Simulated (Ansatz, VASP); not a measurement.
**One calculation of TePb, two programs**

```xyz
2
Lattice="0.0000 3.2310 3.2310 3.2310 0.0000 3.2310 3.2310 3.2310 0.0000" Properties=species:S:1:pos:R:3 pbc="T T T"
Te    3.2310    3.2310    3.2310
Pb    0.0000    0.0000    0.0000
```

Alike in both runs: task single point; functional PBE; k mesh 10 × 10 × 10; occupations gaussian, width 0.05 eV; no spin polarisation.

|  | VASP | Ansatz |
| --- | --- | --- |
| version | VASP 6.6.1 | Ansatz 0.2.0 |
| potentials or method | VASP PAW PBE potentials, release 64 (Te, Pb_d) | scalar-relativistic, plane waves, PAW |
| plane-wave cutoff (eV) | 520 | 420 |
| valence electrons in the cell | 20 | 30 |

|  | VASP | Ansatz | Ansatz less VASP |
| --- | --- | --- | --- |
| gap on the k mesh at the Fermi level (eV) | 0.74 | 0.73 | -0.005 |
| least direct gap on the mesh (eV) | 0.74 | 0.73 | -0.005 |
| pressure (GPa) | 2.1 | 2.1 | +0.06 |

The two sets of potentials don't hold the same shells in valence.

Caveats: spin-orbit coupling is left out, which as a rule narrows the gap of such compounds by several tenths of an eV. A k mesh can miss the band edges.
